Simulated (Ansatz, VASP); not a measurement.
Two plane-wave programs on Zn

```
Zn
1.0
    -1.58727    1.58727    1.58727
     1.58727   -1.58727    1.58727
     1.58727    1.58727   -1.58727
Zn
1
Cartesian
  0.0000 0.0000 0.0000
```

Alike in both runs: task single point; functional BLYP; k mesh 15 × 15 × 15; occupations fermi-dirac, width 0.1 eV; no spin polarisation.

|  | VASP | Ansatz |
| --- | --- | --- |
| version | VASP 6.6.1 | Ansatz 0.2.0 |
| potentials or method | VASP PAW PBE potentials, release 64 (Zn) | plane waves (420 eV) with PAW, scalar-relativistic |
| plane-wave cutoff (eV) | 520 | 420 |
| valence electrons in the cell | 12 | 12 |

VASP gave:

| Item | Value |
| --- | --- |
| pressure (GPa) | 4.0 |

Task: Estimate Ansatz's values.

Result: Pressure (GPa): 3.7.

Caveats: the PAW data sets were made with another functional, which shifts forces and pressure a little (VASP).
